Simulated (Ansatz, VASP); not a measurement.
Two plane-wave programs on Bi

```
Bi
1.0
    -1.98143    1.98143    1.98143
     1.98143   -1.98143    1.98143
     1.98143    1.98143   -1.98143
Bi
1
Cartesian
  0.0000 0.0000 0.0000
```

This isn't the form of Bi at room conditions, which is rhombohedral.

Alike in both runs: task relaxation of cell and atoms; functional PBEsol; k mesh 9 × 9 × 9; occupations fermi-dirac, width 0.05 eV; no spin polarisation.

|  | VASP | Ansatz |
| --- | --- | --- |
| version | VASP 6.6.1 | Ansatz 0.2.0 |
| potentials or method | VASP PAW PBE potentials, release 64 (Bi_d) | Ansatz PAW |
| plane-wave cutoff (eV) | 600 | 420 |
| valence electrons in the cell | 15 | 15 |

Ansatz gave:

```
relaxed volume (Å³/atom)                                     : 30.05
relaxed cell length with the largest relative difference (Å) : 3.392
energy change over the relaxation (meV/atom)                 : -7
```

Q: Estimate VASP's values.

A: Relaxed volume (Å³/atom): 30.04; relaxed cell length with the largest relative difference (Å): 3.392; energy change over the relaxation (meV/atom): -7.

Caveats: the PAW data sets were made with another functional, which shifts forces and pressure a little (VASP); the plane-wave basis is chosen anew once the cell has moved, so the energies of steps on either side of that aren't comparable (Ansatz); the PAW data sets come from PBE, with cores solved anew for the run's functional, which leaves a small shift of forces and pressure (Ansatz).
